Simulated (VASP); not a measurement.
# ZnCu2SnSe4 (I-4) in VASP: notebook

One crystal, ZnCu2SnSe4, is run at these levels: PBE, LDA; tasks: band structure.

Everything below comes from runs of VASP 6.6.1. Logs are shortened: lines on timing, memory, paths and dates and some standing lists are left out, and cuts for length are marked.

### Step 1. The structure

Symmetry: I-4, No. 82, tetragonal system. The conventional cell has a = 5.665 Å, b = 5.665 Å, c = 11.326 Å, α = 90.00°, β = 90.00°, γ = 90.00°. Zn (site symmetry -4) has 4 Se at 2.45 Å as nearest neighbours. Cu (site symmetry -4) is surrounded by 4 Se at 2.39 Å. Around Cu (site symmetry -4) lie 4 Se at 2.39 Å. Sn (site symmetry -4) has 4 Se at 2.59 Å as nearest neighbours. Se (site symmetry 1) is surrounded by 2 Cu at 2.39 Å and 1 Zn at 2.45 Å and 1 Sn at 2.59 Å.

The cell comes from a database or a generator and needn't be the stable form of this composition.

### Step 2. Band structure, PBE

File INCAR:

```
ALGO = Normal
EDIFF = 1E-6
ENCUT = 520
GGA = PE
ISIF = 2
ISMEAR = 1
KPAR = 4
LASPH = T
LCHARG = F
LMAXMIX = 4
LREAL = F
LWAVE = F
NELM = 80
PREC = Accurate
SIGMA = 0.1
```

File KPOINTS:

```
k-points
0
Gamma
  10 10 10
```

File POSCAR:

```
ZnCu2SnSe4                              
1.0
   -2.8325121695      2.8325121667      5.6631203632
    2.8325121695     -2.8325121667      5.6631203632
    2.8325121667      2.8325121695     -5.6631203632
  Zn              Cu              Sn              Se            
     1     2     1     4
Direct
     0.7500000000000000    0.2500000000000000    0.5000000000000000
     0.2500000000000000    0.7500000000000000    0.5000000000000000
     0.0000000000000000    0.0000000000000000    0.0000000000000000
     0.5000000000000000    0.5000000000000000    0.0000000000000000
     0.6299398007125161    0.6398559926438869    0.5309960500260681
     0.1088599426178189    0.0989437506864481    0.4690039499739320
     0.9010562493135520    0.3700601992874839    0.0099161919313709
     0.3601440073561131    0.8911400573821811    0.9900838080686292
```

File KPOINTS_OPT:

```
explicit points
188
Reciprocal
 0.0000000000  0.0000000000  0.0000000000 1
 0.0000000000  0.0000000000  0.0555555556 1
 0.0000000000  0.0000000000  0.1111111111 1
 0.0000000000  0.0000000000  0.1666666667 1
 0.0000000000  0.0000000000  0.2222222222 1
 0.0000000000  0.0000000000  0.2777777778 1
[... 180 lines left out ...]
 0.0319732900  0.0319732900  0.4680267100 1
-0.0319732900 -0.0319732900  0.5319732900 1
```

Potentials or basis: VASP PAW PBE potentials, release 64 (Zn, Cu, Sn_d, Se).

Launch:

```bash
cat potpaw_PBE.64/Zn/POTCAR potpaw_PBE.64/Cu/POTCAR potpaw_PBE.64/Sn_d/POTCAR potpaw_PBE.64/Se/POTCAR > POTCAR
mpirun -np 4 vasp_std > vasp.out
```

OUTCAR:

```text
EDIFF = 1E-6
   ENCUT = 520
   GGA = PE
   ISIF = 2
   ISMEAR = 1
   LASPH = T
   LREAL = F
   NELM = 80
   PREC = Accurate

 ion  position               nearest neighbor table
   1  0.750  0.250  0.500-   8 2.45   5 2.45   7 2.45   6 2.45
   2  0.250  0.750  0.500-   5 2.39   7 2.39   6 2.39   8 2.39
   3  0.000  0.000  0.000-   8 2.39   6 2.39   7 2.39   5 2.39
   4  0.500  0.500  0.000-   8 2.59   7 2.59   5 2.59   6 2.59
   5  0.630  0.640  0.531-   2 2.39   3 2.39   1 2.45   4 2.59
   6  0.109  0.099  0.469-   2 2.39   3 2.39   1 2.45   4 2.59
   7  0.901  0.370  0.010-   2 2.39   3 2.39   1 2.45   4 2.59
   8  0.360  0.891  0.990-   2 2.39   3 2.39   1 2.45   4 2.59

  LATTYP: Found a body centered tetragonal cell.
 ALAT       =     5.6650243362
 C/A-ratio  =     1.9993278147

  Lattice vectors:

 A1 = (  -2.8325121695,   2.8325121667,   5.6631203632)
 A2 = (   2.8325121695,  -2.8325121667,   5.6631203632)
 A3 = (   2.8325121667,   2.8325121695,  -5.6631203632)

Analysis of symmetry for initial positions (statically):
=====================================================================
 Subroutine PRICEL returns:
 Original cell was already a primitive cell.

 Routine SETGRP: Setting up the symmetry group for a
 body centered tetragonal supercell.

 Subroutine GETGRP returns: Found  4 space group operations
 (whereof  4 operations were pure point group operations)
 out of a pool of 16 trial point group operations.

The static configuration has the point symmetry S_4 .

Analysis of symmetry for dynamics (positions and initial velocities):
=====================================================================
 Subroutine PRICEL returns:
 Original cell was already a primitive cell.

 Routine SETGRP: Setting up the symmetry group for a
 body centered tetragonal supercell.

 Subroutine GETGRP returns: Found  4 space group operations
 (whereof  4 operations were pure point group operations)
 out of a pool of 16 trial point group operations.

The dynamic configuration has the point symmetry S_4 .

 Subroutine INISYM returns: Found  4 space group operations
 (whereof  4 operations are pure point group operations),
 and found     1 'primitive' translations

----------------------------------------------------------------------------------------

                                     Primitive cell

  volume of cell :     181.7437

  direct lattice vectors                    reciprocal lattice vectors
    -2.832512170  2.832512167  5.663120363    -0.000000000  0.176521748  0.088290548
     2.832512170 -2.832512167  5.663120363     0.176521748  0.000000000  0.088290548
     2.832512167  2.832512170 -5.663120363     0.176521748  0.176521748  0.000000000

  length of vectors
     6.936655002  6.936655002  6.936655002     0.197370587  0.197370587  0.249639451

  position of ions in fractional coordinates (direct lattice)
     0.750000000  0.250000000  0.500000000
     0.250000000  0.750000000  0.500000000
     0.000000000  0.000000000  0.000000000
     0.500000000  0.500000000  0.000000000
     0.629939801  0.639855993  0.530996050
     0.108859943  0.098943751  0.469003950
     0.901056249  0.370060199  0.009916192
     0.360144007  0.891140057  0.990083808

  ion indices of the primitive-cell ions
   primitive index   ion index
                 1           1
                 2           2
                 3           3
                 4           4
                 5           5
                 6           6
                 7           7
                 8           8

----------------------------------------------------------------------------------------

 KPOINTS: k-points

Automatic generation of k-mesh.
 Grid dimensions read from file:
 generate k-points for:   10   10   10

 Generating k-lattice:

  Cartesian coordinates                     Fractional coordinates (reciprocal lattice)
    -0.000000000  0.017652175  0.008829055     0.100000000  0.000000000 -0.000000000
     0.017652175  0.000000000  0.008829055     0.000000000  0.100000000 -0.000000000
     0.017652175  0.017652175  0.000000000    -0.000000000  0.000000000  0.100000000

  Length of vectors
     0.019737059  0.019737059  0.024963945

  Shift w.r.t. Gamma in fractional coordinates (k-lattice)
     0.000000000  0.000000000  0.000000000

 Subroutine IBZKPT returns following result:
 ===========================================

 Found    144 irreducible k-points:

 Following reciprocal coordinates:
            Coordinates               Weight
  0.000000  0.000000  0.000000      1.000000
  0.100000  0.000000 -0.000000      8.000000
  0.200000  0.000000 -0.000000      8.000000
  0.300000 -0.000000  0.000000      8.000000
  0.400000  0.000000 -0.000000      8.000000
  0.500000  0.000000 -0.000000      4.000000
[... 16 lines left out ...]
  0.200000  0.200000 -0.000000      8.000000
  0.300000  0.200000 -0.000000      8.000000
 [... further k-points ...]
   k-points           NKPTS =    144   k-points in BZ     NKDIM =    144   number of bands    NBANDS=     43
   number of dos      NEDOS =    301   number of ions     NIONS =      8
   total plane-waves  NPLWV = 157464
   dimension x,y,z NGX =    54 NGY =   54 NGZ =   54
   dimension x,y,z NGXF=   108 NGYF=  108 NGZF=  108
   ions per type =               1   2   1   4
   NGX,Y,Z   is equivalent  to a cutoff of  12.94, 12.94, 12.94 a.u.
   NGXF,Y,Z  is equivalent  to a cutoff of  25.88, 25.88, 25.88 a.u.
 SYSTEM =  unknown system
   PREC   = accura    normal or accurate (medium, high low for compatibility)
   ISTART =      0    job   : 0-new  1-cont  2-samecut
   ICHARG =      2    charge: 1-file 2-atom 10-const
   ISPIN  =      1    spin polarized calculation?
   LNONCOLLINEAR =      F non collinear calculations
   LSORBIT =      F    spin-orbit coupling
   LASPH  =      T    aspherical Exc in radial PAW
   ENCUT  =  520.0 eV  38.22 Ry    6.18 a.u.  12.90 12.90 12.90*2*pi/ulx,y,z
   NELM   =     80;   NELMIN=  2; NELMDL= -5     # of ELM steps
   EDIFF  = 0.1E-05   stopping-criterion for ELM
   LREAL  =      F    real-space projection
   EDIFFG = 0.1E-04   stopping-criterion for IOM
   NSW    =      0    number of steps for IOM
   IBRION =     -1    ionic relax: 0-MD 1-quasi-New 2-CG
   NFREE  =      0    steps in history (QN), initial steepest desc. (CG)
   ISIF   =      2    stress and relaxation
   ISYM   =      2    0-nonsym 1-usesym 2-fastsym
   POTIM  = 0.5000    time-step for ionic-motion
   TEBEG  =    0.0;   TEEND  =   0.0 temperature during run
   PSTRESS=    0.0 pullay stress
   NELECT =      72.0000    total number of electrons
   NUPDOWN=      -1.0000    fix difference up-down
   EMIN   =  10.00;   EMAX   =-10.00  energy-range for DOS
   EFERMI =   0.00;   METHOD = LEGACY
   ISMEAR =     1;   SIGMA  =   0.10  broadening in eV -4-tet -1-fermi 0-gaus
   EFERMI_NEDOS =   21; number of points for ismear=-14 and -15
   IALGO  =     38    algorithm
   IMIX   =      4    mixing-type and parameters
     AMIX     =   0.40;   BMIX     =  1.00
     AMIX_MAG =   1.60;   BMIX_MAG =  1.00
  volume/ion in A,a.u.               =      22.72       153.31
  Fermi-wavevector in a.u.,A,eV,Ry     =   1.202355  2.272121 19.669350  1.445656
  Thomas-Fermi vector in A             =   2.338138
   LORBIT       =      0    0 simple, 1 ext, 2 COOP (PROOUT), +10 PAW based schemes
   GGA     = PE    functional components
   LHFCALC =     F    Hartree Fock is set to
   AEXX    =    0.0000 exact exchange contribution
   IVDW    =     0    specifies the selected vdW correction
   LEPSILON=     F    determine dielectric tensor
   LRPA    =     F    only Hartree local field effects (RPA)
 non-spin polarized calculation
 Methfessel and Paxton  Order N= 1 SIGMA  =   0.10
  energy-cutoff  :      520.00
  volume of cell :      181.74
 maximum number of plane-waves:      4954
 NGX is ok and might be reduce to    54
   NGX = 25   NGY = 25   NGZ = 25

 number of electron      72.0000023 magnetization

 Free energy of the ion-electron system (eV)
  ---------------------------------------------------
  ext. energy  EPLUGINS =         0.00000000
  ---------------------------------------------------
  free energy    TOTEN  =       -29.48611829 eV

  energy without entropy =      -29.48676375  energy(sigma->0) =      -29.48633344

 E-fermi :   4.1301     XC(G=0):  -9.5380

 val. band max:        4.1113827558   @ k =   0.0000   0.0000   0.0000
 cond. band min:       4.1339998636   @ k =   0.0000   0.0000   0.0000
 fundamental gap:      0.0226171079
 Fermi energy:         4.1301377298

 k-point     1 :       0.0000    0.0000    0.0000
  band No.  band energies     occupation
      1     -18.1335      2.00000
      2     -18.1299      2.00000
      3     -18.1299      2.00000
      4     -18.0771      2.00000
      5     -18.0733      2.00000
      6     -10.3184      2.00000
[... 35 lines left out ...]
     42       8.5229      0.00000
     43       8.9960      0.00000

 k-point     2 :       0.1000    0.0000   -0.0000
  band No.  band energies     occupation
      1     -18.1335      2.00000
      2     -18.1300      2.00000
      3     -18.1299      2.00000
      4     -18.0770      2.00000
      5     -18.0733      2.00000
      6     -10.2879      2.00000
[... 35 lines left out ...]
     42       8.5548      0.00000
     43       8.7944      0.00000

 k-point     3 :       0.2000    0.0000   -0.0000
  band No.  band energies     occupation
      1     -18.1336      2.00000
      2     -18.1300      2.00000
      3     -18.1299      2.00000
      4     -18.0770      2.00000
      5     -18.0733      2.00000
      6     -10.1988      2.00000
[... 919 lines left out ...]
      6     -10.0464      2.00000
[... 35 lines left out ...]
     42       8.7366      0.00000
     43       9.1070      0.00000

 k-point    24 :       0.3000    0.2000   -0.0000
  band No.  band energies     occupation
      1     -18.1338      2.00000
      2     -18.1301      2.00000
      3     -18.1300      2.00000
      4     -18.0767      2.00000
      5     -18.0732      2.00000
      6      -9.9059      2.00000
[... 35 lines left out ...]
     42       8.8189      0.00000
     43       9.2964      0.00000

 [... further k-points ...]
[... 5 lines left out ...]
  --------------------------------------------------------------------------------------
  -------------------------------------------------------------------------------------
  Total        3.8979537      3.8979537      3.9203145      0.0000000      0.0000000      0.0000000
  in kB       34.3627493     34.3627493     34.5598734      0.0000001      0.0000000      0.0000000
  external PRESSURE =      34.4284573 kB  Pullay stress =       0.0000000 kB

 VOLUME and BASIS-vectors are now :
 -----------------------------------------------------------------------------
  energy-cutoff  :      520.00
  volume of cell :      181.74
      direct lattice vectors                 reciprocal lattice vectors
    -2.832512170  2.832512167  5.663120363    -0.000000000  0.176521748  0.088290548
     2.832512170 -2.832512167  5.663120363     0.176521748  0.000000000  0.088290548
     2.832512167  2.832512170 -5.663120363     0.176521748  0.176521748  0.000000000

 POSITION                                       TOTAL-FORCE (eV/Angst)
 -----------------------------------------------------------------------------------
     -0.00000      2.83251      2.83156        -0.000000     -0.000000      0.000000
      2.83251      0.00000      2.83156        -0.000000     -0.000000      0.000000
      0.00000      0.00000      0.00000        -0.000000     -0.000000      0.000000
      0.00000      0.00000      5.66312        -0.000000     -0.000000      0.000000
      1.53214      1.47597      4.18391        -0.045701     -0.004768      0.009618
      1.30037      1.35655     -1.47921         0.045701      0.004768      0.009618
     -1.47597      1.53214      7.14233         0.004768     -0.045701     -0.009618
      4.30848      1.30037      1.47921        -0.004768      0.045701     -0.009618
 -----------------------------------------------------------------------------------
    total drift:                                0.000007      0.000007      0.000009

  FREE ENERGIE OF THE ION-ELECTRON SYSTEM (eV)
  ---------------------------------------------------
  free  energy   TOTEN  =       -29.4861182906 eV

  energy  without entropy=      -29.4867637523  energy(sigma->0) =      -29.48633344
```

It took 11 min on 4 MPI ranks of AMD EPYC 9R14 (Zen 4), shared host; peak memory 1.6 GiB.

Results:

| Property | Result |
| --- | --- |
| Free energy | -29.4861 eV |
| Pressure | 3.4 GPa |
| Largest force | 0.047 eV/Å |
| Band gap along the path | none (metal or under the smearing width) |

Forces in eV/Å, atoms in the order of the input:
```
Zn   0.000  0.000  0.000
Cu   0.000  0.000  0.000
Cu   0.000  0.000  0.000
Sn   0.000  0.000  0.000
Se  -0.046 -0.005  0.010
Se   0.046  0.005  0.010
Se   0.005 -0.046 -0.010
Se  -0.005  0.046 -0.010
```

Levels at the corners of the path, in eV from the Fermi level:
```tsv
point	band 34	band 35	band 36	band 37	band 38	band 39
Γ	-0.20	-0.02	-0.02	0.00	1.67	2.29
X	-0.82	-0.60	-0.43	0.17	1.85	2.63
X	-0.82	-0.60	-0.43	0.17	1.85	2.63
Y	-0.89	-0.78	-0.66	0.47	2.09	3.10
Y	-0.89	-0.78	-0.66	0.47	2.09	3.10
S	-1.23	-0.78	-0.67	1.17	2.14	2.75
S	-1.23	-0.78	-0.67	1.17	2.14	2.75
Γ	-0.20	-0.02	-0.02	0.00	1.67	2.29
Γ	-0.20	-0.02	-0.02	0.00	1.67	2.29
Z	-1.22	-0.98	-0.98	0.85	1.71	1.71
Z	-1.22	-0.98	-0.98	0.85	1.71	1.71
S1	-1.23	-0.78	-0.67	1.17	2.14	2.75
S1	-1.23	-0.78	-0.67	1.17	2.14	2.75
N	-1.29	-1.18	-0.62	1.36	2.75	2.94
N	-1.29	-1.18	-0.62	1.36	2.75	2.94
P	-0.86	-0.71	-0.70	0.51	2.42	2.54
P	-0.86	-0.71	-0.70	0.51	2.42	2.54
Y1	-0.89	-0.78	-0.66	0.47	2.09	3.10
Y1	-0.89	-0.78	-0.66	0.47	2.09	3.10
Z	-1.22	-0.98	-0.98	0.85	1.71	1.71
X	-0.82	-0.60	-0.43	0.17	1.85	2.63
P	-0.86	-0.71	-0.70	0.51	2.42	2.54
```

Caveat: spin-orbit coupling is left out, which moves the levels of the heavy elements; the run has no spin polarisation, though such a crystal can be magnetic.

### Step 3. Band structure, LDA

INCAR: that of step 2 with these lines changed.

```diff
@@ -3,3 +3,3 @@
 ENCUT = 520
-GGA = PE
+GGA = CA
 ISIF = 2
```

KPOINTS is that of step 2.

POSCAR is that of step 2.

KPOINTS_OPT is that of step 2.

Potentials or basis: VASP PAW LDA potentials, release 64 (Zn, Cu, Sn_d, Se).

Launch:

```bash
cat potpaw_LDA.64/Zn/POTCAR potpaw_LDA.64/Cu/POTCAR potpaw_LDA.64/Sn_d/POTCAR potpaw_LDA.64/Se/POTCAR > POTCAR
mpirun -np 4 vasp_std > vasp.out
```

Run time: 10 min. Hardware: 4 MPI ranks of AMD EPYC 9R14 (Zen 4), shared host; peak memory 1.6 GiB.

It converged, with:

```
Free energy             : -35.2903 eV
Pressure                : -2.2 GPa
Largest force           : 0.028 eV/Å
Band gap along the path : none (metal or under the smearing width)
```

Forces on the atoms (eV/Å):
```
Zn   0.000  0.000  0.000
Cu   0.000  0.000  0.000
Cu   0.000  0.000  0.000
Sn   0.000  0.000  0.000
Se   0.022  0.009 -0.014
Se  -0.022 -0.009 -0.014
Se  -0.009  0.022  0.014
Se   0.009 -0.022  0.014
```

Levels at the corners of the path, in eV from the Fermi level:
```tsv
point	band 34	band 35	band 36	band 37	band 38	band 39
Γ	-0.31	-0.02	-0.02	0.00	1.58	2.20
X	-0.84	-0.62	-0.44	0.10	1.74	2.55
X	-0.84	-0.62	-0.44	0.10	1.74	2.55
Y	-0.91	-0.81	-0.68	0.41	1.99	3.03
Y	-0.91	-0.81	-0.68	0.41	1.99	3.03
S	-1.28	-0.81	-0.69	1.13	2.06	2.68
S	-1.28	-0.81	-0.69	1.13	2.06	2.68
Γ	-0.31	-0.02	-0.02	0.00	1.58	2.20
Γ	-0.31	-0.02	-0.02	0.00	1.58	2.20
Z	-1.25	-1.01	-1.01	0.81	1.63	1.63
Z	-1.25	-1.01	-1.01	0.81	1.63	1.63
S1	-1.28	-0.81	-0.69	1.13	2.06	2.68
S1	-1.28	-0.81	-0.69	1.13	2.06	2.68
N	-1.33	-1.23	-0.64	1.33	2.68	2.87
N	-1.33	-1.23	-0.64	1.33	2.68	2.87
P	-0.88	-0.74	-0.73	0.47	2.33	2.46
P	-0.88	-0.74	-0.73	0.47	2.33	2.46
Y1	-0.91	-0.81	-0.68	0.41	1.99	3.03
Y1	-0.91	-0.81	-0.68	0.41	1.99	3.03
Z	-1.25	-1.01	-1.01	0.81	1.63	1.63
X	-0.84	-0.62	-0.44	0.10	1.74	2.55
P	-0.88	-0.74	-0.73	0.47	2.33	2.46
```

Caveat: spin-orbit coupling is left out, which moves the levels of the heavy elements; the run has no spin polarisation, though such a crystal can be magnetic.
